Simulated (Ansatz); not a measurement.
## TiO2: computed properties

Level of theory: DFT PBE, scalar-relativistic, plane waves, PAW in Ansatz 0.2.0.

Cutoff 420 eV; k points 10×10×10 on the computed 6-atom cell (Γ-centred); Gaussian smearing, width 0.02 eV; no spin polarisation.

The structure is relaxed at this level of theory with its symmetry kept.

It takes space group I4_1/amd (No. 141, tetragonal). Conventional cell: a = 3.799 Å, b = 3.799 Å, c = 9.697 Å, α = 90.00°, β = 90.00°, γ = 90.00°. Ti (site symmetry -4m2) is surrounded by 6 O at 1.95 to 2.00 Å. O (site symmetry 2mm) has 3 Ti at 1.95 to 2.00 Å as nearest neighbours.

| Item | Value |
| --- | --- |
| Volume per atom | 11.66 Å³ |
| Formation energy from the elements' standard states (uncorrected) | -3.049 eV/atom |
| Kohn–Sham band gap | 2.12 eV |
| Löwdin character of the top 1 eV of the valence band | O 2p 93 % |
| Löwdin character of the lowest 1 eV of the conduction band | Ti 3d 92 % |
| Bader charges (e) | Ti (2 in the cell) 2.28, O (4 in the cell) -1.14 |

A ferromagnetic start lost its moments in a first run, so spin was left out; other magnetic orders weren't tried.